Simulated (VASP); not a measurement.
Cs2AgBiBr6:

```
CELL_PARAMETERS angstrom
0.00000 5.61610 5.61610
5.61610 0.00000 5.61610
5.61610 5.61610 0.00000
ATOMIC_POSITIONS crystal
Bi 0.00000 0.00000 0.00000
Cs 0.75000 0.75000 0.75000
Cs 0.25000 0.25000 0.25000
Ag 0.50000 0.50000 0.50000
Br 0.74945 0.74945 0.25055
Br 0.25055 0.25055 0.74945
Br 0.74945 0.25055 0.25055
Br 0.74945 0.25055 0.74945
Br 0.25055 0.74945 0.74945
Br 0.25055 0.74945 0.25055
```

| Quantity | Value |
| --- | --- |
| Program | VASP 6.6.1 |
| Task | relaxation of cell and atoms |
| Functional | PBE |
| Potentials or basis | VASP PAW PBE potentials, release 54 (Bi, Cs_sv, Ag, Br) |
| Cutoff | 600 eV |
| k mesh | 3 × 3 × 3 |
| Occupations | fermi-dirac, width 0.05 eV |
| Spin | no spin polarisation |

At the start: pressure 1.8 GPa; volume 35.43 Å³/atom.

How do energy, volume and symmetry change on relaxing?

Over 5 steps the energy falls by 13.3 meV/atom and the volume is 37.76 Å³/atom (+6.6 %); space group Fm-3m (No. 225, to 0.05 Å).

The path:
```
step  energy change (eV)  largest force (eV/Å)  pressure (GPa)  volume (Å³)
   1              0.0000                0.2844            1.85       354.27
   2             -0.1321                0.0301            0.08       375.65
   3             -0.1323                0.0410            0.02       376.53
   4             -0.1327                0.0286            0.02       376.89
   5             -0.1331                0.0048            0.00       377.59
```

Final structure:
```yaml
crystal:
  lattice:
    - [0.00000, 5.73670, 5.73670]
    - [5.73670, 0.00000, 5.73670]
    - [5.73670, 5.73670, 0.00000]
  atoms:
    - { symbol: Bi, position: [0.00000, 0.00000, 0.00000] }
    - { symbol: Cs, position: [0.75000, 0.75000, 0.75000] }
    - { symbol: Cs, position: [0.25000, 0.25000, 0.25000] }
    - { symbol: Ag, position: [0.50000, 0.50000, 0.50000] }
    - { symbol: Br, position: [0.74869, 0.74869, 0.25132] }
    - { symbol: Br, position: [0.25132, 0.25132, 0.74869] }
    - { symbol: Br, position: [0.74869, 0.25132, 0.25132] }
    - { symbol: Br, position: [0.74869, 0.25132, 0.74869] }
    - { symbol: Br, position: [0.25132, 0.74869, 0.74869] }
    - { symbol: Br, position: [0.25132, 0.74869, 0.25132] }
```
